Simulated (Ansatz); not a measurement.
**AgCl (Chlorargyrite) in Ansatz: the effect of functional**

AgCl (Chlorargyrite):

```
Ag Cl
1.0
     0.00000    2.73500    2.73500
     2.73500    0.00000    2.73500
     2.73500    2.73500    0.00000
Ag Cl
1 1
Direct
  0.00000 0.00000 0.00000
  0.50000 0.50000 0.50000
```

Alike in all runs:

```yaml
Program: Ansatz 0.2.0
Task: single point
Potentials_or_basis: all-electron PAW datasets made for the crystal
k_mesh: 6 × 6 × 6
Occupations: fermi-dirac, width 0.05 eV
Spin: no spin polarisation
```

Problem. One run gave: gap on the mesh 3.10 eV; pressure 3.6 GPa. Which functional did it use?
A. PBEsol
B. HSE06
C. PBE0

Solution. C.

```tsv
functional	cutoff	gap on the mesh (eV)	pressure (GPa)
PBEsol	260 eV (chosen from the basis error)	0.73	-0.7
HSE06	290 eV (chosen from the basis error)	2.40	3.7
PBE0	290 eV (chosen from the basis error)	3.10	3.6
```

A k mesh can miss the band edges.

The runs don't all hold the same shells in valence.
